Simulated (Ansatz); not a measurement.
**Li (Fm-3m)**

Computed with DFT PBE+D3(BJ), scalar-relativistic, plane waves, PAW in Ansatz 0.2.0.

Plane waves to 420 eV, a k mesh through Γ of 18×18×18 on the computed 1-atom cell and Gaussian smearing (0.10 eV); no spin polarisation.

The structure is relaxed at this level of theory with its symmetry kept. This fcc form isn't the element's structure at ambient conditions.

```
Li
1.0
     0.00000    2.08848    2.08848
     2.08848    0.00000    2.08848
     2.08848    2.08848    0.00000
Li
1
Direct
  0.00000 0.00000 0.00000
```

| Quantity | Value |
| --- | --- |
| Space group | Fm-3m (No. 225) |
| Volume per atom | 18.22 Å³ |
| Kohn–Sham band gap | none (metal) |
| Density of states at the Fermi level | 0.52 states/eV per cell |
| Bulk modulus | 15.7 GPa |
| Its pressure derivative | 3.4 |